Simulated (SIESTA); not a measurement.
The system is HfO2.

```xyz
12
Lattice="5.2195 0.0000 0.0000 0.0000 5.0048 0.0000 0.0000 0.0000 5.0327" Properties=species:S:1:pos:R:3 pbc="T T T"
Hf    5.0472    3.6661    3.7314
Hf    2.7820    3.6661    1.2151
Hf    2.4375    1.3387    3.7314
Hf    0.1723    1.3387    1.2151
O     3.2994    4.6477    4.4251
O     4.5298    4.6477    1.9087
O     1.2211    2.7020    2.4776
O     1.3886    2.7020    4.9939
O     3.9984    2.3028    4.9939
O     3.8308    2.3028    2.4776
O     0.6896    0.3571    4.4251
O     1.9201    0.3571    1.9087
```

Measurements of this composition are mostly on another form, of space group No. 14.

Base run:

```yaml
Program: SIESTA 5.4.2
Functional: PBE
Potentials_or_basis: PseudoDojo 0.4 standard (PBE files)
Basis: TZP (energy shift 0.003 Ry; two zetas on semicore shells)
Grid_cutoff: 800 Ry
Energy_shift: 0.003 Ry
k_mesh: 5 × 6 × 5
Occupations: fermi-dirac, width 0.05 eV
Spin: no spin polarisation
```

Its results: band gap on the k mesh 4.33 eV, indirect (least direct gap 4.53 eV); pressure 10.3 GPa; largest force 0.138 eV/Å.

After a change of settings the same cell gave: band gap on the k mesh 4.31 eV, indirect (least direct gap 4.48 eV); pressure 12.4 GPa; largest force 0.189 eV/Å. Which change was it?
A. functional from PBE to RPBE; basis from TZP (energy shift 0.003 Ry; two zetas on semicore shells) to DZP (energy shift 0.003 Ry; two zetas on semicore shells)
B. basis from TZP (energy shift 0.003 Ry; two zetas on semicore shells) to TZDP (energy shift 0.003 Ry; two zetas on semicore shells)
C. basis from TZP (energy shift 0.003 Ry; two zetas on semicore shells) to DZP (energy shift 0.003 Ry; two zetas on semicore shells); k mesh from 5 × 6 × 5 to 4 × 4 × 4
D. basis from TZP (energy shift 0.003 Ry; two zetas on semicore shells) to TZP (energy shift 0.01 Ry); energy shift from 0.003 Ry to 0.01 Ry

C.

Caveats: short orbitals over semicore shells can move pressures by several GPa; spin-orbit coupling is left out, which moves the levels of the heavy elements; the basis of atomic orbitals isn't converged, which shifts pressures, moduli and gaps.
